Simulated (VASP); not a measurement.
# Pt (Fm-3m) in VASP: relaxation of cell and atoms with r2SCAN

Aim: the relaxation of cell and atoms of Pt with r2SCAN.

All numbers are computed with VASP 6.6.1; they aren't measurements. Logs are shortened: lines on timing, memory, paths and dates and some standing lists are left out, and cuts for length are marked.

## (1) The structure

It takes space group Fm-3m (No. 225, cubic). Conventional cell: a = 3.922 Å, b = 3.922 Å, c = 3.922 Å, α = 90.00°, β = 90.00°, γ = 90.00°. Around Pt (site symmetry m-3m) lie 12 Pt at 2.77 Å.

## (2) Relaxation of cell and atoms, r2SCAN

File INCAR:

```
  PREC = Accurate
  ENCUT = 600
  EDIFF = 1E-7
  ISMEAR = 0
  SIGMA = 0.1
  LREAL = F
  LASPH = T
  NELM = 60
  ALGO = Normal
  ISIF = 3
  LWAVE = F
  LCHARG = F
  METAGGA = R2SCAN
  LMIXTAU = T
  IBRION = 2
  NSW = 80
  EDIFFG = -0.004
```

File KPOINTS:

```
regular mesh
0
Gamma
  18 18 18
```

File POSCAR:

```
Pt
1.0
    0.0000000000      1.9609000000      1.9609000000
    1.9609000000      0.0000000000      1.9609000000
    1.9609000000      1.9609000000      0.0000000000
Pt
1
Direct
    0.0000000000      0.0000000000      0.0000000000
```

Potentials or basis: VASP PAW PBE potentials, release 64 (Pt).

On the command line:

```
$ cat potpaw_PBE.64/Pt/POTCAR > POTCAR
$ mpirun -np 1 vasp_std > vasp.out
```

OUTCAR:

```text
PREC = Accurate
   ENCUT = 600
   EDIFF = 1E-7
   ISMEAR = 0
   LREAL = F
   LASPH = T
   NELM = 60
   ISIF = 3
   METAGGA = R2SCAN
   IBRION = 2
   NSW = 80
   EDIFFG = -0.004

 ion  position               nearest neighbor table
   1  0.000  0.000  0.000-

  LATTYP: Found a face centered cubic cell.
 ALAT       =     3.9218000000

  Lattice vectors:

 A1 = (   0.0000000000,   1.9609000000,   1.9609000000)
 A2 = (   1.9609000000,   0.0000000000,   1.9609000000)
 A3 = (   1.9609000000,   1.9609000000,   0.0000000000)

Analysis of symmetry for initial positions (statically):
=====================================================================
 Subroutine PRICEL returns:
 Original cell was already a primitive cell.

 Routine SETGRP: Setting up the symmetry group for a
 face centered cubic supercell.

 Subroutine GETGRP returns: Found 48 space group operations
 (whereof 48 operations were pure point group operations)
 out of a pool of 48 trial point group operations.

The static configuration has the point symmetry O_h .

Analysis of symmetry for dynamics (positions and initial velocities):
=====================================================================
 Subroutine PRICEL returns:
 Original cell was already a primitive cell.

 Routine SETGRP: Setting up the symmetry group for a
 face centered cubic supercell.

 Subroutine GETGRP returns: Found 48 space group operations
 (whereof 48 operations were pure point group operations)
 out of a pool of 48 trial point group operations.

The dynamic configuration has the point symmetry O_h .

 Subroutine INISYM returns: Found 48 space group operations
 (whereof 48 operations are pure point group operations),
 and found     1 'primitive' translations

----------------------------------------------------------------------------------------

                                     Primitive cell

  volume of cell :      15.0798

  direct lattice vectors                    reciprocal lattice vectors
     0.000000000  1.960900000  1.960900000    -0.254984956  0.254984956  0.254984956
     1.960900000  0.000000000  1.960900000     0.254984956 -0.254984956  0.254984956
     1.960900000  1.960900000  0.000000000     0.254984956  0.254984956 -0.254984956

  length of vectors
     2.773131374  2.773131374  2.773131374     0.441646899  0.441646899  0.441646899

  position of ions in fractional coordinates (direct lattice)
     0.000000000  0.000000000  0.000000000

  ion indices of the primitive-cell ions
   primitive index   ion index
[... 85 lines left out ...]
   NUPDOWN=      -1.0000    fix difference up-down
   EMIN   =  10.00;   EMAX   =-10.00  energy-range for DOS
   EFERMI =   0.00;   METHOD = LEGACY
   ISMEAR =     0;   SIGMA  =   0.10  broadening in eV -4-tet -1-fermi 0-gaus
   EFERMI_NEDOS =   21; number of points for ismear=-14 and -15
   IALGO  =     38    algorithm
   IMIX   =      4    mixing-type and parameters
     AMIX     =   0.40;   BMIX     =  1.00
     AMIX_MAG =   1.60;   BMIX_MAG =  1.00
  volume/ion in A,a.u.               =      15.08       101.76
  Fermi-wavevector in a.u.,A,eV,Ry     =   1.427609  2.697791 27.729605  2.038068
  Thomas-Fermi vector in A             =   2.547760
   LORBIT       =      0    0 simple, 1 ext, 2 COOP (PROOUT), +10 PAW based schemes
   METAGGA = R2SCAN    functional components
   LHFCALC =     F    Hartree Fock is set to
   AEXX    =    0.0000 exact exchange contribution
   IVDW    =     0    specifies the selected vdW correction
   LEPSILON=     F    determine dielectric tensor
   LRPA    =     F    only Hartree local field effects (RPA)
 conjugate gradient relaxation of ions
 non-spin polarized calculation
 Gauss-broadening in eV      SIGMA  =   0.10
  energy-cutoff  :      600.00
  volume of cell :       15.08
 maximum number of plane-waves:       531
 NGX is ok and might be reduce to    24
   NGX = 11   NGY = 11   NGZ = 11

--------------------------------------- Ionic step        1  -------------------------------------------

 number of electron      10.0000000 magnetization

 Free energy of the ion-electron system (eV)
  ---------------------------------------------------
  ext. energy  EPLUGINS =         0.00000000
  ---------------------------------------------------
  free energy    TOTEN  =       -51.49717687 eV

  energy without entropy =      -51.48705119  energy(sigma->0) =      -51.49211403

------------------------ aborting loop because EDIFF is reached ----------------------------------------

  FORCE on cell =-STRESS in cart. coord.  units (eV):
  Direction    XX          YY          ZZ          XY          YZ          ZX
  --------------------------------------------------------------------------------------
  -------------------------------------------------------------------------------------
  Total        0.4504145      0.4504145      0.4504145      0.0000000      0.0000000     -0.0000000
  in kB       47.8549205     47.8549205     47.8549205      0.0000000      0.0000000     -0.0000000
  external PRESSURE =      47.8549205 kB  Pullay stress =       0.0000000 kB
[... 22 lines left out ...]
--------------------------------------- Ionic step        2  -------------------------------------------

 number of electron      10.0000000 magnetization

 E-fermi :   9.8197     XC(G=0): -14.1810

 val. band max:        9.8192614486   @ k =  -0.2778   0.3889   0.1667
 cond. band min:       9.8264734435   @ k =   0.5000   0.2778   0.0556
 fundamental gap:      0.0072119950
 Fermi energy:         9.8197066606

 k-point     1 :       0.0000    0.0000    0.0000
  band No.  band energies     occupation
      1       0.0572      2.00000
      2       6.2942      2.00000
      3       6.2942      2.00000
      4       6.2942      2.00000
      5       8.2333      2.00000
      6       8.2333      2.00000
      7      25.4593      0.00000
      8      30.2503      0.00000
      9      30.2503      0.00000
[... 345 lines left out ...]
--------------------------------------- Ionic step        4  -------------------------------------------

 number of electron      10.0000001 magnetization

 Free energy of the ion-electron system (eV)
  ---------------------------------------------------
  ext. energy  EPLUGINS =         0.00000000
  ---------------------------------------------------
  free energy    TOTEN  =       -51.50088319 eV

  energy without entropy =      -51.49051520  energy(sigma->0) =      -51.49569920

 E-fermi :  10.7009     XC(G=0): -14.5185

 val. band max:       10.6975116486   @ k =   0.4444   0.1111   0.0000
 cond. band min:      10.7009916109   @ k =  -0.2778   0.3889   0.1667
 fundamental gap:      0.0034799622
 Fermi energy:        10.7008598288

 k-point     1 :       0.0000    0.0000    0.0000
  band No.  band energies     occupation
      1       0.3949      2.00000
      2       6.8864      2.00000
      3       6.8864      2.00000
      4       6.8864      2.00000
      5       8.9917      2.00000
      6       8.9917      2.00000
      7      26.2264      0.00000
      8      31.3004      0.00000
      9      31.3004      0.00000
[... 304 lines left out ...]
  FREE ENERGIE OF THE ION-ELECTRON SYSTEM (eV)
  ---------------------------------------------------
  free  energy   TOTEN  =       -51.5008831916 eV

  energy  without entropy=      -51.4905151994  energy(sigma->0) =      -51.49569920

 reached required accuracy - stopping structural energy minimisation
```

Run time: 2 min. Hardware: 1 thread of Intel Xeon 6975P-C (Granite Rapids), shared host; peak memory 0.18 GiB.

Results:

```
Free energy                            : -51.5009 eV
Relaxed volume                         : 15.33 Å³/atom
Relaxed cell                           : a = 2.789 Å, b = 2.789 Å, c = 2.789 Å, α = 60.00°, β = 60.00°, γ = 60.00°
Space group after relaxing (to 0.05 Å) : Fm-3m (No. 225)
Energy gained by relaxing              : 3.7 meV/atom
Ionic steps                            : 4
Pressure after relaxing                : 0.0 GPa
Band gap on the k mesh                 : none (metal or under the smearing width)
```

Step by step:
| step | energy change (eV) | largest force (eV/Å) | pressure (GPa) | volume (Å³) |
| --- | --- | --- | --- | --- |
| 1 | 0.0000 | 0.0000 | 4.79 | 15.08 |
| 2 | 0.0245 | 0.0000 | -11.40 | 16.08 |
| 3 | -0.0037 | 0.0000 | -0.05 | 15.34 |
| 4 | -0.0037 | 0.0000 | 0.03 | 15.33 |

Final structure:
```
Pt
1.0
     0.00000    1.97181    1.97181
     1.97181    0.00000    1.97181
     1.97181    1.97181    0.00000
Pt
1
Direct
  0.00000 0.00000 0.00000
```

Caveat: the PAW data sets were made with another functional, which shifts forces and pressure a little.
